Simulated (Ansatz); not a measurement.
# Al2O3 (Corundum): equation of state with revPBE+D4

Al2O3 (Corundum):

```xyz
10
Lattice="2.3803 1.3742 4.3319 -2.3803 1.3742 4.3319 0.0000 -2.7485 4.3319" Properties=species:S:1:pos:R:3 pbc="T T T"
Al    0.0000    0.0000   11.0743
Al    0.0000    0.0000    8.4191
Al    0.0000    0.0000    1.9213
Al    0.0000    0.0000    4.5765
O    -1.6503   -0.1099    5.4148
O     0.7300    1.4841    5.4148
O     0.9203   -1.3742    5.4148
O     1.6503    0.1099    7.5808
O    -0.7300   -1.4841    7.5808
O    -0.9203    1.3742    7.5808
```

```json
{
 "Program": "Ansatz 0.2.0",
 "Task": "equation of state",
 "Functional": "revPBE",
 "Dispersion": "D4",
 "Potentials or basis": "Ansatz PAW",
 "Cutoff": "420 eV",
 "Density cutoff": "1680 eV",
 "k mesh": "7 × 7 × 7",
 "Occupations": "fermi-dirac, width 0.05 eV",
 "Spin": "no spin polarisation"
}
```

The equilibrium volume is 8.53 Å³/atom, the bulk modulus at fixed shape and positions is 242 GPa and the pressure derivative of the bulk modulus is 4.0.

Energy against volume, from the lowest point:
```csv
volume (Å³/atom),energy (meV/atom)
7.992,28.28
8.162,12.70
8.332,3.45
8.502,0.00
8.672,1.73
8.842,8.16
9.012,18.87
```

All runs of the series together: 23 s on 2 threads of Intel(R) Xeon(R) Platinum 8375C CPU @ 2.90GHz (Ice Lake) (shared host).

Caveat: the potentials were made for another functional, which shifts forces and pressure; the cell was scaled at fixed shape and fractional positions, which overstates the stiffness of a crystal with free parameters, most of all of layers and chains.
